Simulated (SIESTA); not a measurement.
Cu2O (Cuprite) under changes of volume

One of the cells (12.885 Å³/atom); the others are scaled copies at fixed shape and fractional positions:

```
Cu O
1.0
     4.26000    0.00000    0.00000
     0.00000    4.26000    0.00000
     0.00000    0.00000    4.26000
Cu O
4 2
Direct
  0.75000 0.25000 0.75000
  0.75000 0.75000 0.25000
  0.25000 0.75000 0.75000
  0.25000 0.25000 0.25000
  0.50000 0.50000 0.50000
  0.00000 0.00000 0.00000
```

| Quantity | Value |
| --- | --- |
| Program | SIESTA 5.4.2 |
| Functional | BP86 |
| Potentials or basis | PseudoDojo 0.4 standard (PBE files) |
| Basis | DZP (energy shift 0.002 Ry) |
| Grid cutoff | 800 Ry |
| Energy shift | 0.002 Ry |
| k mesh | 6 × 6 × 6 |
| Occupations | fermi-dirac, width 0.05 eV |
| Spin | no spin polarisation |

```tsv
volume (Å³/atom)	energy over the lowest point (meV/atom)	pressure (GPa)	gap on the mesh (eV)
12.112	45.00	13.2	0.67
12.369	26.58	9.8	0.62
12.627	?	?	?
12.885	4.69	3.9	0.52
13.142	0.48	1.4	0.47
13.400	0.00	-0.7	0.43
13.658	2.70	-2.7	0.39
```

Task: What does the run at 12.627 Å³/atom give?

Result: Energy over the lowest point 13.36 meV/atom; pressure 6.7 GPa; gap on the mesh 0.56 eV.

Worked out: A Birch-Murnaghan fit of order 3 (a polynomial in V^(-2/3)) to the other rows has its minimum at 13.31 Å³/atom with B0 = V·E''(V) = 112 GPa and B' = 5.0. It gives 13.27 meV/atom at 12.627 Å³/atom, against the run's 13.36, and -dE/dV = 6.7 GPa, against 6.7. A straight line through the other rows of the gap, of slope -2.36 eV per unit of ln V (its deformation potential), gives 0.57 eV, against the run's 0.56.

Energies are extrapolated to zero smearing.

Caveats: semicore shells carry a single zeta, which can move pressures by several GPa and volumes by a few percent; the potentials were made for another functional, which shifts forces and pressure; the basis of atomic orbitals isn't converged, which shifts pressures, moduli and gaps.

A mesh can miss the band edges.
